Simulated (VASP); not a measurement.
**CdTe: band structure with LDA**

**Measured values to compare with.**

From a printed reference work, data compilation, for a bulk crystal of CdTe at 0 K: band gap 1.607 eV.

CdTe:

```
CELL_PARAMETERS angstrom
0.00000 3.20500 3.20500
3.20500 0.00000 3.20500
3.20500 3.20500 0.00000
ATOMIC_POSITIONS crystal
Te 0.75000 0.75000 0.75000
Cd 0.00000 0.00000 0.00000
```

* Program: VASP 6.6.1
* Task: band structure
* Functional: LDA
* Potentials or basis: VASP PAW LDA potentials, release 64 (Te, Cd)
* Cutoff: 520 eV
* k mesh: 7 × 7 × 7
* Occupations: fermi-dirac, width 0.05 eV
* Spin: no spin polarisation
* Further INCAR settings: ALGO = Normal; EDIFF = 1e-06; NBANDS = 16

The band gap on the k mesh is 0.65 eV, direct. The band gap along the path is 0.65 eV, direct.

Levels at the corners of the path, in eV from the valence-band top:
```tsv
point	band 7	band 8	band 9	band 10	band 11	band 12
Γ	0.00	0.00	0.00	0.65	4.48	4.48
X	-4.54	-2.01	-2.01	2.37	2.54	8.82
X	-4.54	-2.01	-2.01	2.37	2.54	8.82
W	-4.42	-2.50	-2.38	4.28	4.54	5.46
W	-4.42	-2.50	-2.38	4.28	4.54	5.46
K	-4.44	-2.75	-1.67	2.74	4.45	7.25
K	-4.44	-2.75	-1.67	2.74	4.45	7.25
Γ	0.00	0.00	0.00	0.65	4.48	4.48
Γ	0.00	0.00	0.00	0.65	4.48	4.48
L	-4.69	-0.84	-0.84	1.69	5.08	5.08
L	-4.69	-0.84	-0.84	1.69	5.08	5.08
U	-4.44	-2.75	-1.67	2.74	4.45	7.25
U	-4.44	-2.75	-1.67	2.74	4.45	7.25
W	-4.42	-2.50	-2.38	4.28	4.54	5.46
W	-4.42	-2.50	-2.38	4.28	4.54	5.46
L	-4.69	-0.84	-0.84	1.69	5.08	5.08
L	-4.69	-0.84	-0.84	1.69	5.08	5.08
K	-4.44	-2.75	-1.67	2.74	4.45	7.25
U	-4.44	-2.75	-1.67	2.74	4.45	7.25
X	-4.54	-2.01	-2.01	2.37	2.54	8.82
```

It took 80 s on 1 thread of Intel(R) Xeon(R) Platinum 8488C (Sapphire Rapids) (shared host), peak memory 0.23 GiB.

Measured gap of CdTe: 1.607 eV (0 K; a printed reference work, data compilation). This calculation gives 0.65 eV (-0.95 eV). Spin-orbit coupling on Cd, Te is left out. The value is that of LDA, without temperature or zero-point motion. Semilocal functionals fall short of measured gaps as a rule.

Caveat: the log is that of the step along the path at fixed density, whose energy, stress, charges and moments have no meaning; spin-orbit coupling is left out, which moves the levels of the heavy elements.
